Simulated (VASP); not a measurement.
# Li in VASP: further runs, part 3 of 3

VASP 6.6.1. Earlier steps stand in the parts before.

### Step 5. Single point, PBE

This run uses another cell than the first one, of 80.57 Å³/atom, 0.405 times its volume.

Contents of INCAR:

```
PREC = Accurate ; ENCUT = 520
EDIFF = 1E-6 ; ISMEAR = 0
SIGMA = 0.1 ; LREAL = False
LASPH = True ; NELM = 100
ALGO = Normal ; ISIF = 2
LWAVE = False ; LCHARG = False
LDIPOL = True ; IDIPOL = 3
DIPOL = 0.5 0.5 0.500 ; GGA = PE
NBANDS = 8
```

Contents of KPOINTS:

```
regular mesh
0
Gamma
  8 8 1
```

Contents of POSCAR:

```
Li
1.0
    2.3988960000      0.0000000000      0.0000000000
    0.0000000000      2.3988960000      0.0000000000
    0.0000000000      0.0000000000     14.0000000000
Li
1
Direct
    0.0000000000      0.0000000000      0.5000000000
```

Potentials or basis: VASP PAW PBE potentials, release 64 (Li_sv).

Command:

```sh
> cat potpaw_PBE.64/Li_sv/POTCAR > POTCAR
> mpirun -np 1 vasp_std > vasp.out
```

OUTCAR:

```text
PREC = Accurate
   ENCUT = 520
   EDIFF = 1E-6
   ISMEAR = 0
   LREAL = False
   LASPH = True
   NELM = 100
   ISIF = 2
   GGA = PE

 ion  position               nearest neighbor table
   1  0.000  0.000  0.500-

  LATTYP: Found a simple tetragonal cell.
 ALAT       =     2.3988960000
 C/A-ratio  =     5.8360179016

  Lattice vectors:

 A1 = (   2.3988960000,   0.0000000000,   0.0000000000)
 A2 = (   0.0000000000,   2.3988960000,   0.0000000000)
 A3 = (   0.0000000000,   0.0000000000,  14.0000000000)

Analysis of symmetry for initial positions (statically):
=====================================================================
 Subroutine PRICEL returns:
 Original cell was already a primitive cell.

 Routine SETGRP: Setting up the symmetry group for a
 simple tetragonal supercell.

 Subroutine GETGRP returns: Found 16 space group operations
 (whereof 16 operations were pure point group operations)
 out of a pool of 16 trial point group operations.

The static configuration has the point symmetry D_4h.

Analysis of symmetry for dynamics (positions and initial velocities):
=====================================================================
 Subroutine PRICEL returns:
 Original cell was already a primitive cell.

 Routine SETGRP: Setting up the symmetry group for a
 simple tetragonal supercell.

 Subroutine GETGRP returns: Found 16 space group operations
 (whereof 16 operations were pure point group operations)
 out of a pool of 16 trial point group operations.

The dynamic configuration has the point symmetry D_4h.

 Subroutine INISYM returns: Found 16 space group operations
 (whereof 16 operations are pure point group operations),
 and found     1 'primitive' translations

----------------------------------------------------------------------------------------

                                     Primitive cell

  volume of cell :      80.5658

  direct lattice vectors                    reciprocal lattice vectors
     2.398896000  0.000000000  0.000000000     0.416858422  0.000000000  0.000000000
     0.000000000  2.398896000  0.000000000     0.000000000  0.416858422  0.000000000
     0.000000000  0.000000000 14.000000000     0.000000000  0.000000000  0.071428571

  length of vectors
     2.398896000  2.398896000 14.000000000     0.416858422  0.416858422  0.071428571

  position of ions in fractional coordinates (direct lattice)
     0.000000000  0.000000000  0.500000000

  ion indices of the primitive-cell ions
   primitive index   ion index
                 1           1

----------------------------------------------------------------------------------------

 KPOINTS: regular mesh

Automatic generation of k-mesh.
 Grid dimensions read from file:
 generate k-points for:    8    8    1

 Generating k-lattice:

  Cartesian coordinates                     Fractional coordinates (reciprocal lattice)
     0.052107303  0.000000000  0.000000000     0.125000000  0.000000000  0.000000000
     0.000000000  0.052107303  0.000000000     0.000000000  0.125000000  0.000000000
     0.000000000  0.000000000  0.071428571     0.000000000  0.000000000  1.000000000

  Length of vectors
     0.052107303  0.052107303  0.071428571

  Shift w.r.t. Gamma in fractional coordinates (k-lattice)
     0.000000000  0.000000000  0.000000000

 Subroutine IBZKPT returns following result:
[... 23 lines left out ...]
   total plane-waves  NPLWV =  34992
   dimension x,y,z NGX =    18 NGY =   18 NGZ =  108
   dimension x,y,z NGXF=    36 NGYF=   36 NGZF=  216
   ions per type =               1
   NGX,Y,Z   is equivalent  to a cutoff of  12.47, 12.47, 12.82 a.u.
   NGXF,Y,Z  is equivalent  to a cutoff of  24.95, 24.95, 25.65 a.u.
 SYSTEM =  unknown system
   PREC   = accura    normal or accurate (medium, high low for compatibility)
   ISTART =      0    job   : 0-new  1-cont  2-samecut
   ICHARG =      2    charge: 1-file 2-atom 10-const
   ISPIN  =      1    spin polarized calculation?
   LNONCOLLINEAR =      F non collinear calculations
   LSORBIT =      F    spin-orbit coupling
   LASPH  =      T    aspherical Exc in radial PAW
   ENCUT  =  520.0 eV  38.22 Ry    6.18 a.u.   4.46  4.46 26.03*2*pi/ulx,y,z
   NELM   =    100;   NELMIN=  2; NELMDL= -5     # of ELM steps
   EDIFF  = 0.1E-05   stopping-criterion for ELM
   LREAL  =      F    real-space projection
   EDIFFG = 0.1E-04   stopping-criterion for IOM
   NSW    =      0    number of steps for IOM
   IBRION =     -1    ionic relax: 0-MD 1-quasi-New 2-CG
   NFREE  =      0    steps in history (QN), initial steepest desc. (CG)
   ISIF   =      2    stress and relaxation
   ISYM   =      2    0-nonsym 1-usesym 2-fastsym
   POTIM  = 0.5000    time-step for ionic-motion
   TEBEG  =    0.0;   TEEND  =   0.0 temperature during run
   PSTRESS=    0.0 pullay stress
   NELECT =       3.0000    total number of electrons
   NUPDOWN=      -1.0000    fix difference up-down
   EMIN   =  10.00;   EMAX   =-10.00  energy-range for DOS
   EFERMI =   0.00;   METHOD = LEGACY
   ISMEAR =     0;   SIGMA  =   0.10  broadening in eV -4-tet -1-fermi 0-gaus
   EFERMI_NEDOS =   21; number of points for ismear=-14 and -15
   IALGO  =     38    algorithm
   IMIX   =      4    mixing-type and parameters
     AMIX     =   0.40;   BMIX     =  1.00
     AMIX_MAG =   1.60;   BMIX_MAG =  1.00
  volume/ion in A,a.u.               =      80.57       543.69
  Fermi-wavevector in a.u.,A,eV,Ry     =   0.546678  1.033072  4.066195  0.298857
  Thomas-Fermi vector in A             =   1.576593
   LORBIT       =      0    0 simple, 1 ext, 2 COOP (PROOUT), +10 PAW based schemes
   GGA     = PE    functional components
   LHFCALC =     F    Hartree Fock is set to
   AEXX    =    0.0000 exact exchange contribution
   IVDW    =     0    specifies the selected vdW correction
   LEPSILON=     F    determine dielectric tensor
   LRPA    =     F    only Hartree local field effects (RPA)
 non-spin polarized calculation
 Gauss-broadening in eV      SIGMA  =   0.10
  energy-cutoff  :      520.00
  volume of cell :       80.57
 maximum number of plane-waves:      2203
 NGX is ok and might be reduce to    18
   NGX =  9   NGY =  9   NGZ = 53

 dipolmoment           0.000000      0.000000     -0.000000 electrons x Angstroem

 number of electron       2.9999994 magnetization

 dipolmoment           0.000000      0.000000      0.000000 electrons x Angstroem

 Free energy of the ion-electron system (eV)
  ---------------------------------------------------
  ext. energy  EPLUGINS =         0.00000000
  ---------------------------------------------------
  free energy    TOTEN  =        -1.08355011 eV

  energy without entropy =       -1.07762885  energy(sigma->0) =       -1.08058948

 E-fermi :  -2.5181     XC(G=0):  -2.5922

 val. band max:       -2.6532537741   @ k =   0.0000   0.0000   0.0000
 cond. band min:      -2.4715673116   @ k =   0.3750   0.1250   0.0000
 fundamental gap:      0.1816864626
 Fermi energy:        -2.5180891741

 k-point     1 :       0.0000    0.0000    0.0000
  band No.  band energies     occupation
      1     -49.3870      2.00000
      2      -4.8660      2.00000
      3      -2.6533      1.94406
      4       0.5492      0.00000
      5       1.5538      0.00000
      6       2.1352      0.00000
      7       4.9757      0.00000
      8       5.5728      0.00000
[... 144 lines left out ...]
 k-point    15 :       0.5000    0.5000    0.0000
  band No.  band energies     occupation
      1     -49.2422      2.00000
      2       2.9668      0.00000
      3       2.9668      0.00000
      4       5.8811      0.00000
      5       8.7389      0.00000
      6      10.5375      0.00000
      7      10.7404      0.00000
      8      10.7404      0.00000

------------------------ aborting loop because EDIFF is reached ----------------------------------------

 vacuum level on the upper side and lower side of the slab       (xc-potential included)        -0.195        -0.195

  FORCE on cell =-STRESS in cart. coord.  units (eV):
  Direction    XX          YY          ZZ          XY          YZ          ZX
  --------------------------------------------------------------------------------------
  -------------------------------------------------------------------------------------
  Total        1.4251470      1.4251470     -0.0204388      0.0000000      0.0000000      0.0000000
  in kB       28.3412740     28.3412740     -0.4064576      0.0000000      0.0000000      0.0000000
  external PRESSURE =      18.7586968 kB  Pullay stress =       0.0000000 kB

 VOLUME and BASIS-vectors are now :
 -----------------------------------------------------------------------------
  energy-cutoff  :      520.00
  volume of cell :       80.57
      direct lattice vectors                 reciprocal lattice vectors
     2.398896000  0.000000000  0.000000000     0.416858422  0.000000000  0.000000000
     0.000000000  2.398896000  0.000000000     0.000000000  0.416858422  0.000000000
     0.000000000  0.000000000 14.000000000     0.000000000  0.000000000  0.071428571

 POSITION                                       TOTAL-FORCE (eV/Angst)
 -----------------------------------------------------------------------------------
      0.00000      0.00000      7.00000         0.000000      0.000000      0.000000
 -----------------------------------------------------------------------------------
    total drift:                                0.000000      0.000000      0.000000

  FREE ENERGIE OF THE ION-ELECTRON SYSTEM (eV)
  ---------------------------------------------------
  free  energy   TOTEN  =        -1.0835501105 eV

  energy  without entropy=       -1.0776288509  energy(sigma->0) =       -1.08058948

 vacuum level on the upper side and lower side of the slab         1.007         1.007
```

Run time: 18 s. Hardware: 1 thread of Intel Xeon Platinum 8259CL at 2.50GHz (Skylake/Cascade Lake), shared host; peak memory 0.17 GiB.

What came out:

```
Free energy            : -1.0836 eV
Band gap on the k mesh : none (metal or under the smearing width)
```

Levels at points of the mesh, in eV from the Fermi level:
| k point | band 1 | band 2 | band 3 | band 4 | band 5 |
| --- | --- | --- | --- | --- | --- |
| (0.00, 0.00, 0.00) | -46.87 | -2.35 | -0.14 | 3.07 | 4.07 |
| (0.50, 0.00, 0.00) | -46.79 | 0.33 | 5.08 | 5.78 | 6.96 |
| (0.50, 0.50, 0.00) | -46.72 | 5.48 | 5.48 | 8.40 | 11.26 |

Caveat: the cutoff is under 1.25 times the usual one of these potentials, so pressure, stress and relaxed cells hold a basis-set (Pulay) error.

### Step 6. Summary

| cell | k mesh | gap on the mesh (eV) |
| --- | --- | --- |
| P4/mmm, 199.13 Å³/atom | 20 × 20 × 1 | none |
| P4/mmm, 196.53 Å³/atom | 20 × 20 × 1 | none |
| P4/mmm, 196.53 Å³/atom | 8 × 8 × 1 | none |
| P4/mmm, 80.57 Å³/atom | 8 × 8 × 1 | none |

Alike in all rows: task single point; level PBE; potentials or basis VASP PAW PBE potentials, release 64 (Li_sv); no spin polarisation; cutoff (eV) 520; smearing gaussian 0.1 eV.

Every run on the cell as given and a fine mesh finds a metal.

Caveats: the cutoff is under 1.25 times the usual one of these potentials, so pressure, stress and relaxed cells hold a basis-set (Pulay) error.

Absolute energies hang on the potentials; compare differences alone.
